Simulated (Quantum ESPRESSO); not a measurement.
# Voltage at the next charge: silicene, 2 layers, AB stacking against an electrode

**Set-up.** Quantum ESPRESSO 7.5, PBE, GBRV ultrasoft; ESM with bc3, a metal electrode 5.15 Å above the top atoms; cell area 12.646 Å²; ions fixed. V is the potential energy of an electron at the electrode over the slab's Fermi level, divided by e, so that it equals the work function at zero charge; positive charge removes electrons.

| charge (e a cell) | V (V) |
| --- | --- |
| 0 | 4.679 |
| 0.0195 | 5.763 |
| 0.0389 | 6.852 |

To predict: What is V at a charge of 0.0778 e, and what capacitance do the rows imply?

**Fit.** The last two rows give dV/dq = (6.852 − 5.763)/(0.0389 − 0.0195) = 56.1 V/e, so C = 1602/(12.646 × 56.1) = 2.26 µF/cm², an effective gap of 8.854/2.26 = 3.92 Å. At constant C, V = 6.852 + 56.1 × 0.0389 = 9.04 V.

What the calculation gave: V = 9.061 V; the estimate misses by −0.03 V, 1.1 % of the step. Over the three intervals C goes 2.28, 2.26 and 2.23 µF/cm².

Caveats: Vacuum fills the gap; a dielectric or electrolyte would change C. The slab is thin.
